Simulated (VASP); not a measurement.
# V (Pm-3m) in VASP: notebook

Runs on V. Level: RPBE. Tasks: single point, relaxation of cell and atoms.

All numbers are computed with VASP 6.6.1; they aren't measurements. Logs are shortened: lines on timing, memory, paths and dates and some standing lists are left out, and cuts for length are marked.

## Step 1: Starting point

The structure is cubic, space group Pm-3m (No. 221). Conventional cell: a = 2.470 Å, b = 2.470 Å, c = 2.470 Å, α = 90.00°, β = 90.00°, γ = 90.00°. V (site symmetry m-3m) has 6 V at 2.47 Å as nearest neighbours.

This isn't the form of V at room conditions, which is bcc.

## Step 2: Single point, RPBE

Contents of INCAR:

```
PREC = Accurate
ENCUT = 520
EDIFF = 1E-6
ISMEAR = -1
SIGMA = 0.1
LREAL = F
LASPH = T
NELM = 60
ALGO = Normal
ISIF = 2
LWAVE = F
LCHARG = T
GGA = RP
LELF = T
LVHAR = T
NBANDS = 12
```

Contents of KPOINTS:

```
regular mesh
0
Gamma
  21 21 21
```

Contents of POSCAR:

```
V
1.0
    2.4702514793      0.0000000000      0.0000000000
    0.0000000000      2.4702514793      0.0000000000
    0.0000000000      0.0000000000      2.4702514793
V
1
Direct
    0.0000000000      0.0000000000      0.0000000000
```

Potentials or basis: VASP PAW PBE potentials, release 64 (V_sv).

The run is started by

```bash
cat potpaw_PBE.64/V_sv/POTCAR > POTCAR
mpirun -np 1 vasp_std > vasp.out
```

OUTCAR:

```text
PREC = Accurate
   ENCUT = 520
   EDIFF = 1E-6
   ISMEAR = -1
   LREAL = F
   LASPH = T
   NELM = 60
   ISIF = 2
   GGA = RP

 ion  position               nearest neighbor table
   1  0.000  0.000  0.000-

  LATTYP: Found a simple cubic cell.
 ALAT       =     2.4702514793

  Lattice vectors:

 A1 = (   2.4702514793,   0.0000000000,   0.0000000000)
 A2 = (   0.0000000000,   2.4702514793,   0.0000000000)
 A3 = (   0.0000000000,   0.0000000000,   2.4702514793)

Analysis of symmetry for initial positions (statically):
=====================================================================
 Subroutine PRICEL returns:
 Original cell was already a primitive cell.

 Routine SETGRP: Setting up the symmetry group for a
 simple cubic supercell.

 Subroutine GETGRP returns: Found 48 space group operations
 (whereof 48 operations were pure point group operations)
 out of a pool of 48 trial point group operations.

The static configuration has the point symmetry O_h .

Analysis of symmetry for dynamics (positions and initial velocities):
=====================================================================
 Subroutine PRICEL returns:
 Original cell was already a primitive cell.

 Routine SETGRP: Setting up the symmetry group for a
 simple cubic supercell.

 Subroutine GETGRP returns: Found 48 space group operations
 (whereof 48 operations were pure point group operations)
 out of a pool of 48 trial point group operations.

The dynamic configuration has the point symmetry O_h .

 Subroutine INISYM returns: Found 48 space group operations
 (whereof 48 operations are pure point group operations),
 and found     1 'primitive' translations

----------------------------------------------------------------------------------------

                                     Primitive cell

  volume of cell :      15.0738

  direct lattice vectors                    reciprocal lattice vectors
     2.470251479  0.000000000  0.000000000     0.404817084  0.000000000  0.000000000
     0.000000000  2.470251479  0.000000000     0.000000000  0.404817084  0.000000000
     0.000000000  0.000000000  2.470251479     0.000000000  0.000000000  0.404817084

  length of vectors
     2.470251479  2.470251479  2.470251479     0.404817084  0.404817084  0.404817084

  position of ions in fractional coordinates (direct lattice)
     0.000000000  0.000000000  0.000000000

  ion indices of the primitive-cell ions
   primitive index   ion index
                 1           1

----------------------------------------------------------------------------------------

 KPOINTS: regular mesh

Automatic generation of k-mesh.
 Grid dimensions read from file:
 generate k-points for:   21   21   21

 Generating k-lattice:

  Cartesian coordinates                     Fractional coordinates (reciprocal lattice)
     0.019277004  0.000000000  0.000000000     0.047619048  0.000000000  0.000000000
     0.000000000  0.019277004  0.000000000     0.000000000  0.047619048  0.000000000
     0.000000000  0.000000000  0.019277004     0.000000000  0.000000000  0.047619048

  Length of vectors
     0.019277004  0.019277004  0.019277004

  Shift w.r.t. Gamma in fractional coordinates (k-lattice)
     0.000000000  0.000000000  0.000000000

 Subroutine IBZKPT returns following result:
 ===========================================

 Found    286 irreducible k-points:

 Following reciprocal coordinates:
            Coordinates               Weight
  0.000000  0.000000  0.000000      1.000000
  0.047619  0.000000  0.000000      6.000000
  0.095238  0.000000  0.000000      6.000000
  0.142857  0.000000  0.000000      6.000000
  0.190476  0.000000  0.000000      6.000000
  0.238095  0.000000  0.000000      6.000000
[... 16 lines left out ...]
  0.142857  0.095238  0.000000     24.000000
  0.190476  0.095238  0.000000     24.000000
 [... further k-points ...]
   k-points           NKPTS =    286   k-points in BZ     NKDIM =    286   number of bands    NBANDS=     12
   number of dos      NEDOS =    301   number of ions     NIONS =      1
   total plane-waves  NPLWV =   5832
   dimension x,y,z NGX =    18 NGY =   18 NGZ =   18
   dimension x,y,z NGXF=    36 NGYF=   36 NGZF=   36
   ions per type =               1
   NGX,Y,Z   is equivalent  to a cutoff of  12.11, 12.11, 12.11 a.u.
   NGXF,Y,Z  is equivalent  to a cutoff of  24.23, 24.23, 24.23 a.u.
 SYSTEM =  unknown system
   PREC   = accura    normal or accurate (medium, high low for compatibility)
   ISTART =      0    job   : 0-new  1-cont  2-samecut
   ICHARG =      2    charge: 1-file 2-atom 10-const
   ISPIN  =      1    spin polarized calculation?
   LNONCOLLINEAR =      F non collinear calculations
   LSORBIT =      F    spin-orbit coupling
   LASPH  =      T    aspherical Exc in radial PAW
   ENCUT  =  520.0 eV  38.22 Ry    6.18 a.u.   4.59  4.59  4.59*2*pi/ulx,y,z
   NELM   =     60;   NELMIN=  2; NELMDL= -5     # of ELM steps
   EDIFF  = 0.1E-05   stopping-criterion for ELM
   LREAL  =      F    real-space projection
   EDIFFG = 0.1E-04   stopping-criterion for IOM
   NSW    =      0    number of steps for IOM
   IBRION =     -1    ionic relax: 0-MD 1-quasi-New 2-CG
   NFREE  =      0    steps in history (QN), initial steepest desc. (CG)
   ISIF   =      2    stress and relaxation
   ISYM   =      2    0-nonsym 1-usesym 2-fastsym
   POTIM  = 0.5000    time-step for ionic-motion
   TEBEG  =    0.0;   TEEND  =   0.0 temperature during run
   PSTRESS=    0.0 pullay stress
   NELECT =      13.0000    total number of electrons
   NUPDOWN=      -1.0000    fix difference up-down
   EMIN   =  10.00;   EMAX   =-10.00  energy-range for DOS
   EFERMI =   0.00;   METHOD = LEGACY
   ISMEAR =    -1;   SIGMA  =   0.10  broadening in eV -4-tet -1-fermi 0-gaus
   EFERMI_NEDOS =   21; number of points for ismear=-14 and -15
   IALGO  =     38    algorithm
   IMIX   =      4    mixing-type and parameters
     AMIX     =   0.40;   BMIX     =  1.00
     AMIX_MAG =   1.60;   BMIX_MAG =  1.00
  volume/ion in A,a.u.               =      15.07       101.72
  Fermi-wavevector in a.u.,A,eV,Ry     =   1.558289  2.944740 33.038562  2.428266
  Thomas-Fermi vector in A             =   2.661816
   LORBIT       =      0    0 simple, 1 ext, 2 COOP (PROOUT), +10 PAW based schemes
   GGA     = RP    functional components
   LHFCALC =     F    Hartree Fock is set to
   AEXX    =    0.0000 exact exchange contribution
   IVDW    =     0    specifies the selected vdW correction
   LEPSILON=     F    determine dielectric tensor
   LRPA    =     F    only Hartree local field effects (RPA)
 non-spin polarized calculation
  energy-cutoff  :      520.00
  volume of cell :       15.07
 maximum number of plane-waves:       437
   NGX =  9   NGY =  9   NGZ =  9

 number of electron      12.9999999 magnetization

 Free energy of the ion-electron system (eV)
  ---------------------------------------------------
  ext. energy  EPLUGINS =         0.00000000
  ---------------------------------------------------
  free energy    TOTEN  =        -7.69371393 eV

  energy without entropy =       -7.64768802  energy(sigma->0) =       -7.67070097

 E-fermi :   8.6627     XC(G=0): -12.0736

 val. band max:        8.6604114216   @ k =   0.4762   0.1905   0.1905
 cond. band min:       8.6628290936   @ k =   0.4762   0.3333   0.1905
 fundamental gap:      0.0024176720
 Fermi energy:         8.6626882863

 k-point     1 :       0.0000    0.0000    0.0000
  band No.  band energies     occupation
      1     -55.3710      2.00000
      2     -28.5998      2.00000
      3     -28.5998      2.00000
      4     -28.5998      2.00000
      5       2.3551      2.00000
      6       6.5883      2.00000
      7       6.5883      2.00000
      8      12.0608      0.00000
      9      12.0608      0.00000
     10      12.0609      0.00000
     11      26.6132      0.00000
     12      26.6132      0.00000

 k-point     2 :       0.0476    0.0000    0.0000
  band No.  band energies     occupation
      1     -55.3677      2.00000
      2     -28.6221      2.00000
      3     -28.5979      2.00000
      4     -28.5979      2.00000
      5       2.4213      2.00000
      6       6.6035      2.00000
      7       6.6367      2.00000
      8      12.0106      0.00000
      9      12.0106      0.00000
     10      12.0646      0.00000
     11      25.9884      0.00000
     12      26.7162      0.00000

 k-point     3 :       0.0952    0.0000    0.0000
  band No.  band energies     occupation
      1     -55.3583      2.00000
      2     -28.6869      2.00000
      3     -28.5924      2.00000
      4     -28.5924      2.00000
      5       2.6164      2.00000
      6       6.6481      2.00000
      7       6.7786      2.00000
      8      11.8668      0.00000
      9      11.8668      0.00000
     10      12.0756      0.00000
     11      24.6482      0.00000
     12      27.0181      0.00000
[... 286 lines left out ...]
 k-point    23 :       0.1429    0.0952    0.0000
  band No.  band energies     occupation
      1     -55.3309      2.00000
      2     -28.7798      2.00000
      3     -28.6694      2.00000
      4     -28.5764      2.00000
      5       3.1807      2.00000
      6       6.8592      2.00000
      7       7.1183      2.00000
      8      11.4382      0.00000
      9      11.6591      0.00000
     10      11.9159      0.00000
     11      23.4075      0.00000
     12      25.3377      0.00000

 k-point    24 :       0.1905    0.0952    0.0000
  band No.  band energies     occupation
      1     -55.3119      2.00000
      2     -28.9059      2.00000
      3     -28.6578      2.00000
      4     -28.5654      2.00000
      5       3.5879      2.00000
      6       6.9562      2.00000
      7       7.4054      1.99999
      8      11.1716      0.00000
      9      11.4015      0.00000
     10      11.9380      0.00000
     11      21.8934      0.00000
     12      25.7871      0.00000

 [... further k-points ...]

------------------------ aborting loop because EDIFF is reached ----------------------------------------

  FORCE on cell =-STRESS in cart. coord.  units (eV):
  Direction    XX          YY          ZZ          XY          YZ          ZX
  --------------------------------------------------------------------------------------
  -------------------------------------------------------------------------------------
  Total        0.0682799      0.0682799      0.0682799      0.0000000      0.0000000     -0.0000000
  in kB        7.2573804      7.2573804      7.2573804      0.0000000      0.0000000     -0.0000000
  external PRESSURE =       7.2573804 kB  Pullay stress =       0.0000000 kB

 VOLUME and BASIS-vectors are now :
 -----------------------------------------------------------------------------
  energy-cutoff  :      520.00
  volume of cell :       15.07
      direct lattice vectors                 reciprocal lattice vectors
     2.470251479  0.000000000  0.000000000     0.404817084  0.000000000  0.000000000
     0.000000000  2.470251479  0.000000000     0.000000000  0.404817084  0.000000000
     0.000000000  0.000000000  2.470251479     0.000000000  0.000000000  0.404817084

 POSITION                                       TOTAL-FORCE (eV/Angst)
 -----------------------------------------------------------------------------------
      0.00000      0.00000      0.00000         0.000000      0.000000      0.000000
 -----------------------------------------------------------------------------------
    total drift:                                0.000000      0.000000      0.000000

  FREE ENERGIE OF THE ION-ELECTRON SYSTEM (eV)
  ---------------------------------------------------
  free  energy   TOTEN  =        -7.6937139299 eV

  energy  without entropy=       -7.6476880193  energy(sigma->0) =       -7.67070097
```

Run time: 30 s. Hardware: 1 thread of Intel Xeon Platinum 8259CL at 2.50GHz (Skylake/Cascade Lake), shared host; peak memory 0.15 GiB.

What came out:

```yaml
Free_energy: -7.6937 eV
Pressure: 0.7 GPa
Band_gap_on_the_k_mesh: none (metal or under the smearing width)
```

Levels at points of the mesh, in eV from the Fermi level:
| k point | band 3 | band 4 | band 5 | band 6 | band 7 | band 8 | band 9 | band 10 | band 11 | band 12 |
| --- | --- | --- | --- | --- | --- | --- | --- | --- | --- | --- |
| (0.00, 0.00, 0.00) | -37.26 | -37.26 | -6.31 | -2.07 | -2.07 | 3.40 | 3.40 | 3.40 | 17.95 | 17.95 |

Caveat: the PAW data sets were made with another functional, which shifts forces and pressure a little.

## Step 3: Single point, RPBE

Contents of INCAR:

```
SYSTEM = V
PREC = Accurate
ENCUT = 520
EDIFF = 1E-7
ISMEAR = -1
SIGMA = 0.1
LREAL = .FALSE.
LASPH = .TRUE.
NELM = 60
ALGO = Normal
ISIF = 2
LWAVE = .FALSE.
LCHARG = .TRUE.
GGA = RP
LELF = .TRUE.
LVHAR = .TRUE.
NBANDS = 12
```

Contents of KPOINTS:

```
Automatic mesh
0
G
  13 13 13
  0 0 0
```

POSCAR is that of step 2.

Potentials or basis: VASP PAW PBE potentials, release 64 (V_sv).

The run is started by

```bash
cat potpaw_PBE.64/V_sv/POTCAR > POTCAR
mpirun -np 1 vasp_std > vasp.out
```

It took 11 s on 1 thread of Intel Xeon Platinum 8259CL at 2.50GHz (Skylake/Cascade Lake), shared host; peak memory 0.12 GiB.

It converged, with:

```
Free energy            : -7.6937 eV
Pressure               : 0.3 GPa
Band gap on the k mesh : none (metal or under the smearing width)
```

Levels at points of the mesh, in eV from the Fermi level:
| k point | band 5 | band 6 | band 7 | band 8 | band 9 | band 10 |
| --- | --- | --- | --- | --- | --- | --- |
| (0.00, 0.00, 0.00) | -6.33 | -2.10 | -2.10 | 3.37 | 3.37 | 3.37 |

Caveat: the PAW data sets were made with another functional, which shifts forces and pressure a little.

## Step 4: Relaxation of cell and atoms, RPBE

This run uses another cell than the first one, of 14.93 Å³/atom, 0.991 times its volume.

Contents of INCAR:

```
  PREC = Accurate
  ENCUT = 600
  EDIFF = 1E-7
  ISMEAR = -1
  SIGMA = 0.1
  LREAL = False
  LASPH = True
  NELM = 100
  ALGO = Fast
  ISIF = 3
  LWAVE = False
  LCHARG = False
  GGA = RP
  IBRION = 2
  NSW = 80
  EDIFFG = -0.01
```

Contents of KPOINTS:

```
regular mesh
0
Gamma
  13 13 13
```

Contents of POSCAR:

```
V
1.0
    2.4625196618      0.0000000000      0.0000000000
    0.0000000000      2.4625196618      0.0000000000
    0.0000000000      0.0000000000      2.4625196618
V
1
Direct
    0.0000000000      0.0000000000      0.0000000000
```

Potentials or basis: VASP PAW PBE potentials, release 64 (V_sv).

The run is started by

```bash
cat potpaw_PBE.64/V_sv/POTCAR > POTCAR
mpirun -np 1 vasp_std > vasp.out
```

OUTCAR:

```text
PREC = Accurate
   ENCUT = 600
   EDIFF = 1E-7
   ISMEAR = -1
   LREAL = False
   LASPH = True
   NELM = 100
   ISIF = 3
   GGA = RP
   IBRION = 2
   NSW = 80
   EDIFFG = -0.01

 ion  position               nearest neighbor table
   1  0.000  0.000  0.000-

  LATTYP: Found a simple cubic cell.
 ALAT       =     2.4625196618

  Lattice vectors:

 A1 = (   2.4625196618,   0.0000000000,   0.0000000000)
 A2 = (   0.0000000000,   2.4625196618,   0.0000000000)
 A3 = (   0.0000000000,   0.0000000000,   2.4625196618)

Analysis of symmetry for initial positions (statically):
=====================================================================
 Subroutine PRICEL returns:
 Original cell was already a primitive cell.

 Routine SETGRP: Setting up the symmetry group for a
 simple cubic supercell.

 Subroutine GETGRP returns: Found 48 space group operations
 (whereof 48 operations were pure point group operations)
 out of a pool of 48 trial point group operations.

The static configuration has the point symmetry O_h .

Analysis of symmetry for dynamics (positions and initial velocities):
=====================================================================
 Subroutine PRICEL returns:
 Original cell was already a primitive cell.

 Routine SETGRP: Setting up the symmetry group for a
 simple cubic supercell.

 Subroutine GETGRP returns: Found 48 space group operations
[... 221 lines left out ...]

 number of electron      13.0000007 magnetization

 Free energy of the ion-electron system (eV)
  ---------------------------------------------------
  ext. energy  EPLUGINS =         0.00000000
  ---------------------------------------------------
  free energy    TOTEN  =        -7.69351997 eV

  energy without entropy =       -7.64903337  energy(sigma->0) =       -7.67127667

 E-fermi :   8.6636     XC(G=0): -12.0637

 val. band max:        8.6258238955   @ k =   0.3846   0.3846   0.2308
 cond. band min:       8.6888050594   @ k =   0.4615   0.3077   0.2308
 fundamental gap:      0.0629811639
 Fermi energy:         8.6636491841

 k-point     1 :       0.0000    0.0000    0.0000
  band No.  band energies     occupation
      1     -55.3961      2.00000
      2     -28.6286      2.00000
      3     -28.6286      2.00000
      4     -28.6286      2.00000
      5       2.3375      2.00000
      6       6.5704      2.00000
      7       6.5704      2.00000
      8      12.0276      0.00000
      9      12.0276      0.00000
     10      12.0276      0.00000
[... 287 lines left out ...]
 k-point    24 :       0.3846    0.3077    0.0000
  band No.  band energies     occupation
      1     -55.1725      2.00000
      2     -29.3794      2.00000
      3     -29.1766      2.00000
      4     -28.4993      2.00000
      5       5.9425      2.00000
      6       7.4796      1.99999
      7      10.0649      0.00000
      8      10.5923      0.00000
      9      10.9970      0.00000
     10      11.6681      0.00000

 [... further k-points ...]

------------------------ aborting loop because EDIFF is reached ----------------------------------------

  FORCE on cell =-STRESS in cart. coord.  units (eV):
  Direction    XX          YY          ZZ          XY          YZ          ZX
  --------------------------------------------------------------------------------------
  -------------------------------------------------------------------------------------
  Total        0.0012706      0.0012706      0.0012706      0.0000000      0.0000000     -0.0000000
  in kB        0.1347827      0.1347827      0.1347827      0.0000000      0.0000000     -0.0000000
  external PRESSURE =       0.1347827 kB  Pullay stress =       0.0000000 kB
[... 16 lines left out ...]
  FREE ENERGIE OF THE ION-ELECTRON SYSTEM (eV)
  ---------------------------------------------------
  free  energy   TOTEN  =        -7.6935199736 eV

  energy  without entropy=       -7.6490333743  energy(sigma->0) =       -7.67127667

 reached required accuracy - stopping structural energy minimisation
```

It took 28 s on 1 thread of Intel Xeon Platinum 8259CL at 2.50GHz (Skylake/Cascade Lake), shared host; peak memory 0.13 GiB.

Results:

```yaml
Free_energy: -7.6935 eV
Relaxed_volume: 15.10 Å³/atom
Relaxed_cell: a = 2.472 Å, b = 2.472 Å, c = 2.472 Å, α = 90.00°, β = 90.00°, γ = 90.00°
Space_group_after_relaxing_to_0.05_Å: Pm-3m (No. 221)
Energy_gained_by_relaxing: 0.8 meV/atom
Ionic_steps: 3
Pressure_after_relaxing: 0.0 GPa
Band_gap_on_the_k_mesh: none (metal or under the smearing width)
```

The path:
```csv
step,energy change (eV),largest force (eV/Å),pressure (GPa),volume (Å³)
1,0.0000,0.0000,1.42,14.93
2,-0.0004,0.0000,-1.08,15.22
3,-0.0008,0.0000,0.01,15.10
```

Final structure:
```
CELL_PARAMETERS angstrom
2.47188 0.00000 0.00000
0.00000 2.47188 0.00000
0.00000 0.00000 2.47188
ATOMIC_POSITIONS crystal
V 0.00000 0.00000 0.00000
```

Levels at points of the mesh, in eV from the Fermi level:
| k point | band 4 | band 5 | band 6 | band 7 | band 8 | band 9 | band 10 |
| --- | --- | --- | --- | --- | --- | --- | --- |
| (0.00, 0.00, 0.00) | -37.29 | -6.33 | -2.09 | -2.09 | 3.36 | 3.36 | 3.36 |

Caveat: the PAW data sets were made with another functional, which shifts forces and pressure a little.

[end of part 1 of 2]
